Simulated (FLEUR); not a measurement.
Runs of FLEUR MaX-R8.1 (later development tree) on Mo. It takes space group Im-3m (No. 229, cubic). Conventional cell: a = 3.168 Å, b = 3.168 Å, c = 3.168 Å, α = 90.00°, β = 90.00°, γ = 90.00°. Mo (site symmetry m-3m) has 8 Mo at 2.74 Å as nearest neighbours. 

```tsv
task	level	spin	U	k mesh	smearing	gmax	muffin-tin radii	lmax	lnonsphr	local orbitals a species	kmax	gap on the mesh (eV)	V0 of scaled cells (Å³/atom)	B0 (GPa)
equation of state	PBEsol	off	-	12 × 12 × 12	fermi-dirac 0.05 eV	12.9 1/bohr	Mo 2.35 bohr	Mo 10	Mo 10	Mo 5	4.17 1/bohr	-	15.32	283
equation of state	r2SCAN	off	-	12 × 12 × 12	fermi-dirac 0.05 eV	12.9 1/bohr	Mo 2.35 bohr	Mo 10	Mo 10	Mo 5	4.17 1/bohr	-	15.63	(a)
equation of state	PBE	off	-	12 × 12 × 12	fermi-dirac 0.05 eV	11.8 1/bohr	Mo 2.35 bohr	Mo 10	-	Mo 5	3.8 1/bohr	-	15.77	264
single point	PBE	off	-	12 × 12 × 12	fermi-dirac 0.05 eV	11.8 1/bohr	Mo 2.35 bohr	Mo 10	-	Mo 5	3.8 1/bohr	none	-	-
equation of state	LDA	off	-	12 × 12 × 12	fermi-dirac 0.05 eV	12.9 1/bohr	Mo 2.35 bohr	Mo 10	Mo 10	Mo 5	4.17 1/bohr	-	(b)	296
single point	PBEsol	off	-	12 × 12 × 12	fermi-dirac 0.05 eV	12.9 1/bohr	Mo 2.35 bohr	Mo 10	Mo 10	Mo 5	4.17 1/bohr	none	-	-
equation of state	RPBE	off	-	12 × 12 × 12	fermi-dirac 0.05 eV	12.9 1/bohr	Mo 2.35 bohr	Mo 10	-	Mo 5	4.17 1/bohr	-	15.99	251
density of states	BH	off	-	12 × 12 × 12	fermi-dirac 0.05 eV	12.7 1/bohr	Mo 2.4 bohr	Mo 10	-	Mo 5	4.1 1/bohr	none	-	-
density of states	WC+U	off	Mo d U = 6 eV	12 × 12 × 12	gaussian 0.02 eV	25 1/bohr	Mo 2.4 bohr	Mo 12	-	Mo 4	5 1/bohr	none	-	-
```

Alike in all rows: potentials or basis all-electron, FLAPW; cell as given.

Question: Fill in the values left out.

Answer: (a) 274; (b) 15.05.

Caveats: the meta-GGA is that of a development version, with a GGA for the radial functions and cores and without core tails (some runs); the plane-wave cutoff is short for the semicore states, which can make moduli rough (some runs); with Gaussian smearing the program prints no entropy term, so the energy of a metal isn't a free energy (some runs); U without spin polarisation on a metal has little footing (some runs); the U is typed as a test and isn't derived for this compound (some runs).

A k mesh can miss the band edges, and the runs leave out spin-orbit coupling on Mo.

A gap of «none» marks a metal or a gap under the smearing width.

Not every run made on this cell is shown here.
